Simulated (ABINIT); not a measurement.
# TiAl3 (I4/mmm) in ABINIT: further runs

One crystal, TiAl3, is run at these levels: PBEsol; tasks: single point.

All numbers are computed with ABINIT 10.8.3 (patched build); they aren't measurements. Logs are shortened: lines on timing, memory, paths and dates and some standing lists are left out, and cuts for length are marked. The log counts tension as positive stress, the text compression.

## 1. The undisturbed crystal

It takes space group I4/mmm (No. 139, tetragonal). The conventional cell has a = 3.822 Å, b = 3.822 Å, c = 8.561 Å, α = 90.00°, β = 90.00°, γ = 90.00°. Ti (site symmetry 4/mmm) has 12 Al at 2.70 to 2.87 Å as nearest neighbours. Al (site symmetry -4m2) has 8 Al at 2.70 to 2.87 Å and 4 Ti at 2.87 Å as nearest neighbours. Around Al (site symmetry 4/mmm) lie 4 Ti at 2.70 Å and 8 Al at 2.87 Å.

The cell comes from a database or a generator and needn't be the stable form of this composition.

## 2. Single point, PBEsol, 15.63 Å³/atom (shear strain of 0 %)

run.abi

```
# Pseudopotentials
pp_dirpath "./"
pseudos "Ti.GGA_PBE-JTH.xml, Al.GGA_PBE-JTH.xml"

# Structure
acell 3*1.0
rprim
    -3.6114683927     3.6114683927     8.0892916522
     3.6114683927    -3.6114683927     8.0892916522
     3.6114683927     3.6114683927    -8.0892916522
ntypat 2
znucl 22 13
natom 4
typat 1 2 2 2
xred
     0.0000000000     0.0000000000     0.0000000000
     0.2500000000     0.7500000000     0.5000000000
     0.7500000000     0.2500000000     0.5000000000
     0.5000000000     0.5000000000     0.0000000000

# Plane-wave basis
ecut 15.0
pawecutdg 30.0
pawxcdev 0

# k points
kptopt 1
ngkpt 10 10 10
nshiftk 1
shiftk 0.0 0.0 0.0

# Exchange and correlation
ixc -116133

# Bands and occupations
nband 15
occopt 3
tsmear 0.05 eV

# SCF cycle
nstep 100
tolvrs 1.0e-9

# Output
iomode 3
prtwf 0
prtden 0
prteig 0
prtebands 0
enunit 2
```

Potentials or basis: JTH PAW PBE v2.0.

Run with:

```console
$ abinit run.abi > log 2>&1
```

run.abo:

```text
.Version 10.8.3 of ABINIT
 Symmetries : space group I4/m m m (#139); Bravais tI (body-center tetrag.)
================================================================================
 Values of the parameters that define the memory need of the present run
     intxc =       0    ionmov =       0      iscf =      17    lmnmax =      18
     lnmax =       6     mgfft =      36  mpssoang =       3    mqgrid =    3001
     natom =       4  nloc_mem =       2    nspden =       1   nspinor =       1
    nsppol =       1      nsym =      16    n1xccc =       1    ntypat =       2
    occopt =       3   xclevel =       2
       mpw =        1199          nfft =       46656          nkpt =         102
 PAW method is used; the additional fine FFT grid is defined by:
   mgfftf=        48    nfftf =    110592
================================================================================
================================================================================

--------------------------------------------------------------------------------
------------- Echo of variables that govern the present computation ------------
--------------------------------------------------------------------------------
 -outvars: echo values of preprocessed input variables --------
            acell      1.0000000000E+00  1.0000000000E+00  1.0000000000E+00 Bohr
              amu      4.78800000E+01  2.69815390E+01
             ecut      1.50000000E+01 Hartree
           enunit           2
                       outvar_i_n : Printing only first  50 k-points.
              ixc     -116133
                       outvar_i_n : Printing only first  50 k-points.
         kptrlatt       10    0    0      0   10    0      0    0   10
          kptrlen      7.22293679E+01
            natom           4
            nband          15
            ngfft          36      36      36
          ngfftdg          48      48      48
             nkpt         102
            nstep         100
             nsym          16
           ntypat           2
                       prtocc : prtvol=0, do not print more k-points.
           occopt           3
        pawecutdg      3.00000000E+01 Hartree
         pawxcdev           0
           prtden           0
        prtebands           0
           prteig           0
            prtwf           0
            rprim     -3.6114683927E+00  3.6114683927E+00  8.0892916522E+00
                       3.6114683927E+00 -3.6114683927E+00  8.0892916522E+00
                       3.6114683927E+00  3.6114683927E+00 -8.0892916522E+00
          spgroup         139
           tolvrs      1.00000000E-09
           tsmear      1.83746611E-03 Hartree
            typat      1  2  2  2
           useylm           1
                       outvars : Printing only first  50 k-points.
           xangst      0.0000000000E+00  0.0000000000E+00  0.0000000000E+00
                       1.9111067700E+00  1.1750094465E-16  2.1403343959E+00
                       1.2891415237E-16  1.9111067700E+00  2.1403343959E+00
                      -2.1963585303E-17 -2.1963585303E-17  4.2806687918E+00
            xcart      0.0000000000E+00  0.0000000000E+00  0.0000000000E+00
                       3.6114683927E+00  2.2204460493E-16  4.0446458261E+00
                       2.4361244174E-16  3.6114683927E+00  4.0446458261E+00
                      -4.1505160966E-17 -4.1505160966E-17  8.0892916522E+00
             xred      0.0000000000E+00  0.0000000000E+00  0.0000000000E+00
                       2.5000000000E-01  7.5000000000E-01  5.0000000000E-01
                       7.5000000000E-01  2.5000000000E-01  5.0000000000E-01
                       5.0000000000E-01  5.0000000000E-01 -1.1492599811E-17
            znucl       22.00000   13.00000

================================================================================

 chkinp: Checking input parameters for consistency.

================================================================================
== DATASET  1 ==================================================================

--- !DatasetInfo
iteration_state: {dtset: 1, }
dimensions: {natom: 4, nkpt: 102, mband: 15, nsppol: 1, nspinor: 1, nspden: 1, mpw: 1199, }
cutoff_energies: {ecut:  15.0, pawecutdg:  30.0, }
electrons: {nelect:   2.10000000E+01, charge:   0.00000000E+00, occopt:   3.00000000E+00, tsmear:   1.83746611E-03, }
meta: {optdriver: 0, ionmov: 0, optcell: 0, iscf: 17, paral_kgb: 0, }
...

 Real(R)+Recip(G) space primitive vectors, cartesian coordinates (Bohr,Bohr^-1):
 R(1)= -3.6114684  3.6114684  8.0892917  G(1)=  0.0000000  0.1384478  0.0618101
 R(2)=  3.6114684 -3.6114684  8.0892917  G(2)=  0.1384478  0.0000000  0.0618101
 R(3)=  3.6114684  3.6114684 -8.0892917  G(3)=  0.1384478  0.1384478  0.0000000
 Unit cell volume ucvol=  4.2202494E+02 bohr^3
 Angles (23,13,12)=  1.35641745E+02  1.35641745E+02  6.45346926E+01 degrees

 Coarse grid specifications (used for wave-functions):

 getcut: wavevector=  0.0000  0.0000  0.0000  ngfft=  36  36  36
         ecut(hartree)=     15.000   => boxcut(ratio)=   2.15866

 Fine grid specifications (used for densities):

 getcut: wavevector=  0.0000  0.0000  0.0000  ngfft=  48  48  48
         ecut(hartree)=     30.000   => boxcut(ratio)=   2.03517

--- Pseudopotential description ------------------------------------------------
- pspini: atom type   1  psp file is ./Ti.GGA_PBE-JTH.xml
 Pseudopotential format is: paw10
 basis_size (lnmax)=  6 (lmn_size= 18), orbitals=   0   0   1   1   2   2
 Spheres core radius: rc_sph= 2.30802695
[... 42 lines left out ...]
  sigma(3 3)=  8.42928096E-06  sigma(2 1)=  0.00000000E+00

--- !ResultsGS
iteration_state: {dtset: 1, }
comment   : Summary of ground state results
lattice_vectors:
- [ -3.6114684,   3.6114684,   8.0892917, ]
- [  3.6114684,  -3.6114684,   8.0892917, ]
- [  3.6114684,   3.6114684,  -8.0892917, ]
lattice_lengths: [   9.56672,    9.56672,    9.56672, ]
lattice_angles: [135.642, 135.642,  64.535, ] # degrees, (23, 13, 12)
lattice_volume:   4.2202494E+02
convergence: {deltae:  7.191E-12, res2:  3.984E-10, residm:  4.263E-04, diffor: null, }
etotal    :  -6.49641740E+01
entropy   :   0.00000000E+00
fermie    :   3.21691213E-01
cartesian_stress_tensor: # hartree/bohr^3
- [  6.13831315E-06,   0.00000000E+00,   0.00000000E+00, ]
- [  0.00000000E+00,   6.13831315E-06,   0.00000000E+00, ]
- [  0.00000000E+00,   0.00000000E+00,   8.42928096E-06, ]
pressure_GPa:  -2.0306E-01
xred      :
- [  0.0000E+00,   0.0000E+00,   0.0000E+00, Ti]
- [  2.5000E-01,   7.5000E-01,   5.0000E-01, Al]
- [  7.5000E-01,   2.5000E-01,   5.0000E-01, Al]
- [  5.0000E-01,   5.0000E-01,  -1.1493E-17, Al]
cartesian_forces: # hartree/bohr
- [  4.09560333E-32,  -0.00000000E+00,   1.82848420E-32, ]
- [ -1.65189334E-30,   1.47441720E-30,  -7.92343153E-32, ]
- [  1.56998128E-30,  -1.47441720E-30,   4.26646313E-32, ]
- [  4.09560333E-32,  -0.00000000E+00,   1.82848420E-32, ]
force_length_stats: {min:   4.48523367E-32, max:   2.21561183E-30, mean:   1.11487854E-30, }
...

 Integrated electronic density in atomic spheres:
 ------------------------------------------------
 Atom  Sphere_radius  Integrated_density
    1        2.30803         10.22879544
    2        1.90363          0.77405135
    3        1.90363          0.77405135
    4        1.90363          0.78430131

================================================================================

 ----iterations are completed or convergence reached----

 Mean square residual over all n,k,spin=   51.889E-08; max=  42.634E-05
 reduced coordinates (array xred) for    4 atoms
       0.000000000000      0.000000000000      0.000000000000
       0.250000000000      0.750000000000      0.500000000000
       0.750000000000      0.250000000000      0.500000000000
       0.500000000000      0.500000000000     -0.000000000000
 rms dE/dt=  6.4440E-30; max dE/dt=  1.2227E-29; dE/dt below (all hartree)
    1       0.000000000000      0.000000000000      0.000000000000
    2      -0.000000000000      0.000000000000      0.000000000000
    3       0.000000000000     -0.000000000000      0.000000000000
    4       0.000000000000      0.000000000000      0.000000000000

 cartesian coordinates (angstrom) at end:
    1      0.00000000000000     0.00000000000000     0.00000000000000
    2      1.91110677001681     0.00000000000000     2.14033439589403
    3      0.00000000000000     1.91110677001681     2.14033439589403
    4     -0.00000000000000    -0.00000000000000     4.28066879178806

 cartesian forces (hartree/bohr) at end:
    1      0.00000000000000    -0.00000000000000     0.00000000000000
    2     -0.00000000000000     0.00000000000000    -0.00000000000000
    3      0.00000000000000    -0.00000000000000     0.00000000000000
    4      0.00000000000000    -0.00000000000000     0.00000000000000
 frms,max,avg= 8.9225962E-31 1.6518933E-30   0.000E+00  0.000E+00  0.000E+00 h/b

 cartesian forces (eV/Angstrom) at end:
    1      0.00000000000000    -0.00000000000000     0.00000000000000
    2     -0.00000000000000     0.00000000000000    -0.00000000000000
    3      0.00000000000000    -0.00000000000000     0.00000000000000
    4      0.00000000000000    -0.00000000000000     0.00000000000000
 frms,max,avg= 4.5881834E-29 8.4943771E-29   0.000E+00  0.000E+00  0.000E+00 e/A
 length scales=  1.000000000000  1.000000000000  1.000000000000 bohr
              =  0.529177210544  0.529177210544  0.529177210544 angstroms
 Fermi (or HOMO) energy (hartree) =   0.32169   Average Vxc (hartree)=  -0.38450
 Eigenvalues (hartree) for nkpt= 102  k points:
 kpt#   1, nband= 15, wtk=  0.00100, kpt=  0.0000  0.0000  0.0000 (reduced coord)
  -1.74295   -0.87652   -0.87652   -0.87360   -0.05039    0.21648    0.22515    0.26927
   0.27646    0.27646    0.35309    0.38661    0.38661    0.40452    0.41297
      occupation numbers for kpt#   1
   2.00000    2.00000    2.00000    2.00000    2.00000    2.00000    2.00000    2.00000
   2.00000    2.00000    0.00000    0.00000    0.00000    0.00000    0.00000
 prteigrs : prtvol=0 or 1, do not print more k-points.

 Fermi (or HOMO) energy (eV) =   8.75366   Average Vxc (eV)= -10.46275
 Eigenvalues (   eV  ) for nkpt= 102  k points:
 kpt#   1, nband= 15, wtk=  0.00100, kpt=  0.0000  0.0000  0.0000 (reduced coord)
 -47.42811  -23.85133  -23.85133  -23.77194   -1.37118    5.89084    6.12671    7.32719
   7.52282    7.52282    9.60810   10.52029   10.52029   11.00756   11.23759
 prteigrs : prtvol=0 or 1, do not print more k-points.

--- !EnergyTerms
iteration_state     : {dtset: 1, }
comment             : Components of total free energy in Hartree
kinetic             :  1.03745899713875E+01
hartree             :  1.84136494004398E+01
xc                  : -6.48145357921195E+00
Ewald energy        : -4.28273203075928E+01
psp_core            :  7.23469962361356E-01
local_psp           : -4.69570925280713E+01
PAW spherical_terms :  1.79047435436479E+00
internal            : -6.49636827263225E+01
'-kT*entropy'       : -4.91834407831745E-04
total_energy        : -6.49641745607304E+01
total_energy_eV     : -1.76776524612337E+03
...

--- !EnergyTermsDC
iteration_state     : {dtset: 1, }
comment             : '"Double-counting" decomposition of free energy'
band_energy         : -6.19707146572891E+00
Ewald energy        : -4.28273203075928E+01
psp_core            :  7.23469962361356E-01
xc_dc               : -1.78900715998690E+01
PAW spherical_terms :  1.22731126359997E+00
internal            : -6.49636821472294E+01
'-kT*entropy'       : -4.91834407831745E-04
total_energy_dc     : -6.49641739816372E+01
total_energy_dc_eV  : -1.76776523036544E+03
...

--- !EnergyTermsWithPAWCore
iteration_state     : {dtset: 1, }
comment             : 'Components of total free energy, including PAW core contributions'
Total energy        : -1.57996064958860E+03
Total energy DC     : -1.57996064900951E+03
Total energy (eV)   : -4.29929194894065E+04
Total energy DC (eV): -4.29929194736486E+04
...

 Cartesian components of stress tensor (hartree/bohr^3)
  sigma(1 1)=  6.13831315E-06  sigma(3 2)=  0.00000000E+00
  sigma(2 2)=  6.13831315E-06  sigma(3 1)=  0.00000000E+00
  sigma(3 3)=  8.42928096E-06  sigma(2 1)=  0.00000000E+00

-Cartesian components of stress tensor (GPa)         [Pressure= -2.0306E-01 GPa]
- sigma(1 1)=  1.80595408E-01  sigma(3 2)=  0.00000000E+00
- sigma(2 2)=  1.80595408E-01  sigma(3 1)=  0.00000000E+00
- sigma(3 3)=  2.47998008E-01  sigma(2 1)=  0.00000000E+00

== END DATASET(S) ==============================================================
================================================================================

 -outvars: echo values of variables after computation  --------
            acell      1.0000000000E+00  1.0000000000E+00  1.0000000000E+00 Bohr
           etotal     -6.4964173982E+01
            fcart      4.0956033293E-32 -0.0000000000E+00  1.8284841997E-32
                      -1.6518933428E-30  1.4744171986E-30 -7.9234315321E-32
                       1.5699812762E-30 -1.4744171986E-30  4.2664631327E-32
                       4.0956033293E-32 -0.0000000000E+00  1.8284841997E-32
            rprim     -3.6114683927E+00  3.6114683927E+00  8.0892916522E+00
                       3.6114683927E+00 -3.6114683927E+00  8.0892916522E+00
                       3.6114683927E+00  3.6114683927E+00 -8.0892916522E+00
           strten      6.1383131451E-06  6.1383131451E-06  8.4292809591E-06
                       0.0000000000E+00  0.0000000000E+00  0.0000000000E+00
           xangst      0.0000000000E+00  0.0000000000E+00  0.0000000000E+00
                       1.9111067700E+00  1.1750094465E-16  2.1403343959E+00
                       1.2891415237E-16  1.9111067700E+00  2.1403343959E+00
                      -2.1963585303E-17 -2.1963585303E-17  4.2806687918E+00
             xred      0.0000000000E+00  0.0000000000E+00  0.0000000000E+00
                       2.5000000000E-01  7.5000000000E-01  5.0000000000E-01
                       7.5000000000E-01  2.5000000000E-01  5.0000000000E-01
                       5.0000000000E-01  5.0000000000E-01 -1.1492599811E-17
 Calculation completed.
```

It took 2.1 min on 1 thread of Intel Xeon Platinum 8488C (Sapphire Rapids), shared host; peak memory 0.17 GiB.

What came out:

```
Free energy                                           : -1767.7652 eV
Pressure                                              : -0.2 GPa
Band gap on the k mesh                                : none (metal or under the smearing width)
Valence electrons inside the program's atomic spheres : Ti 10.23; Al 0.77, 0.78
```

Caveat: the PAW data sets were made with another functional, which shifts forces and pressure a little.

## 3. Single point, PBEsol, 15.63 Å³/atom (shear strain of -2 %)

run.abi, as its differences from that of step 2:

```diff
@@ -7,5 +7,5 @@
 rprim
-    -3.6114683927     3.6114683927     8.0892916522
-     3.6114683927    -3.6114683927     8.0892916522
-     3.6114683927     3.6114683927    -8.0892916522
+    -3.6475830766     3.6475830766     8.0892916522
+     3.6475830766    -3.6475830766     8.0892916522
+     3.5753537088     3.5753537088    -8.0892916522
 ntypat 2
@@ -19,2 +19,5 @@
      0.5000000000     0.5000000000     0.0000000000
+chkprim 0
+chksymtnons 0
+tolsym 1.0e-6
```

Potentials or basis: JTH PAW PBE v2.0.

Run with:

```console
$ abinit run.abi > log 2>&1
```

Wall time 2.9 min (1 thread of Intel Xeon Platinum 8488C (Sapphire Rapids), shared host); peak memory 0.21 GiB.

It converged, with:

```yaml
Free_energy: -1767.7548 eV
Pressure: -0.1 GPa
Band_gap_on_the_k_mesh: none (metal or under the smearing width)
Valence_electrons_inside_the_program's_atomic_spheres: Ti 10.23; Al 0.78, 0.79
```

Caveat: the PAW data sets were made with another functional, which shifts forces and pressure a little.

## 4. For comparison

An earlier run on the cell as given: functional PBEsol; potentials or basis PseudoDojo NC SR PBEsol v0.4.1 standard; cutoff 1143 eV; k mesh 10 × 10 × 10; occupations fermi-dirac, width 0.05 eV; no spin polarisation.

- Pressure: -0.6 GPa
- Band gap on the k mesh: none (metal or under the smearing width)
- Valence electrons inside the program's atomic spheres: Ti 9.56; Al 0.93, 0.94
